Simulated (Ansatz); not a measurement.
**ZnO (Fm-3m) at 2 levels of theory**

One geometry, relaxed with PBE; plane waves with PAW potentials in Ansatz, scalar-relativistic. No spin polarisation. Gaps are the least over mesh and band path; pressure is positive in compression, and isn't given for hybrids.

```
Zn O
1.0
     0.00000    2.16494    2.16494
     2.16494    0.00000    2.16494
     2.16494    2.16494    0.00000
Zn O
1 1
Direct
  0.00000 0.00000 0.00000
  0.50000 0.50000 0.50000
```

```
level  cutoff (eV)    k mesh  gap (eV)  pressure (GPa)
  PBE          420  12×12×12      0.75             0.0
```

What comes out on the same cell with HSE06?

```tsv
level	cutoff (eV)	k mesh	gap (eV)	pressure (GPa)
HSE06	420	8×8×8	2.49	-
```

The cell was reached from a generator's guess, though it ends in a space group that the Crystallography Open Database lists for this formula.
